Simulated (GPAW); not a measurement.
**ZnO (zincite) in GPAW: the effect of functional**

Crystal: ZnO (zincite).

```xyz
4
Lattice="3.2493 0.0000 0.0000 -1.6247 2.8140 0.0000 0.0000 0.0000 5.2057" Properties=species:S:1:pos:R:3 pbc="T T T"
Zn    1.6247    0.9380    0.0000
Zn    0.0000    1.8760    2.6029
O     0.0000    1.8760    4.5759
O     1.6247    0.9380    1.9730
```

Alike in all runs:

| Item | Value |
| --- | --- |
| Program | GPAW 26.7.0 |
| Task | dielectric tensor |
| Cutoff | 650 eV |
| Basis | pw |
| k mesh | 8 × 8 × 4 |
| Occupations | fermi-dirac, width 0.001 eV |
| Spin | no spin polarisation |

```tsv
functional	potentials or basis	dielectric constant (mean)
LDA	the program's PAW data sets (release 1.2.1) made for this functional	5.51
AM05	PAW data sets generated in the run's folder for this functional	5.19
PBEsol	PAW data sets generated in the run's folder for this functional	?
PBE	GPAW PAW data sets (gpaw-data 1.2.1)	5.22
RPBE	the program's PAW data sets (release 1.2.1) made for this functional	4.92
GLLB-SC	the program's PAW data sets (release 1.2.1) made for this functional	3.79
```

Question: What does the run with functional PBEsol give?

Answer: Dielectric constant 5.65 mean.

Caveats: the long-wavelength limit can be off by several per cent where d states take part; a model potential gives levels but no total energy (some runs); response on these states lacks terms of the Hamiltonian (some runs).
